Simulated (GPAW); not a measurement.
Write an ASE script for GPAW 26.7.0 that does the following.

```
Task                : relaxation of cell and atoms
Functional          : PBEsol
Dispersion          : D3(BJ)
Potentials or basis : PAW data sets generated in the run's folder for this functional
Cutoff              : 800 eV
Basis               : pw
k mesh              : 9 × 9 × 9
Occupations         : fermi-dirac, width 0.05 eV
Spin                : collinear spin, ferromagnetic start
Starting moments    : [4.0, 0.0] μB
Maxiter             : 150
Optimizer           : BFGS
Fmax                : 0.02 eV/Å
Max steps           : 60
Convergence         : density=1e-05 forces=0.0001
```

MnO:

```
CELL_PARAMETERS angstrom
0.00000 2.22391 2.22391
2.22391 0.00000 2.22391
2.22391 2.22391 0.00000
ATOMIC_POSITIONS crystal
Mn 0.00000 0.00000 0.00000
O 0.50000 0.50000 0.50000
```

The cell is a database's computed one.

One way to write it, as run:

run.py

```python
from ase import Atoms
from ase.calculators.mixing import SumCalculator
from ase.filters import FrechetCellFilter
from ase.io import write
from ase.optimize import BFGS
from dftd3.ase import DFTD3
from gpaw import GPAW, PW, setup_paths

setup_paths.insert(0, '.')

atoms = Atoms(['Mn', 'O'],
              cell=[[0.0, 2.2239077028, 2.2239077028],
                    [2.2239077028, 0.0, 2.2239077028],
                    [2.2239077028, 2.2239077028, 0.0]],
              scaled_positions=[[0.0, 0.0, 0.0],
                                [0.5, 0.5, 0.5]],
              pbc=True)
atoms.set_initial_magnetic_moments([4.0, 0.0])

calc = GPAW(mode=PW(800),
            xc='PBEsol',
            kpts={'size': (9, 9, 9), 'gamma': True},
            occupations={'name': 'fermi-dirac', 'width': 0.05},
            nbands=21,
            convergence={'density': 1e-05, 'forces': 0.0001},
            maxiter=150,
            txt='gpaw.txt')
atoms.calc = SumCalculator([calc, DFTD3(method='pbesol', damping='d3bj')])
opt = BFGS(FrechetCellFilter(atoms), trajectory='relax.traj', logfile='-')
done = opt.run(fmax=0.02, steps=60)
calc.write('gs.gpw')
write('result.traj', atoms)
print('Converged:', done)
print('Cell:', atoms.cell.cellpar().round(4))
print('Volume:', round(atoms.get_volume(), 4))
print(atoms.get_scaled_positions().round(5))
```

Potentials or basis: PAW data sets generated in the run's folder for this functional, pw.

The run is started by

```console
$ gpaw-setup -f PBEsol Mn O
$ OMP_NUM_THREADS=1 python run.py
```

Results of the run:

The relaxed volume is 10.28 Å³/atom and the relaxed cell is a = 3.075 Å, b = 3.075 Å, c = 3.075 Å, α = 60.00°, β = 60.00°, γ = 60.00°. The space group after relaxing (to 0.05 Å) is Fm-3m (No. 225) and the energy gained by relaxing is -78.3 meV/atom. The ionic steps are 7 and the pressure after relaxing is -0.2 GPa. The band gap on the k mesh is none (metal or under the smearing width), the net moment is 4.55 μB per cell and the site moments are Mn +4.07; O +0.16 μB. The dispersion energy per atom is -0.166 eV.

Caveat: each step starts from the last one's moments, so a moment once lost doesn't come back; later steps reuse the first step's grids; a cell with one magnetic atom can't hold antiferromagnetic order, which such compounds often take; semilocal functionals often make such compounds metallic where correlation or magnetic order opens a gap, which also shifts bond lengths; pairwise dispersion overbinds metals, which lowers pressure and volume.

Wall time 5.1 min on 1 thread of Arm Neoverse V1, on a shared host, peak memory 0.32 GiB.
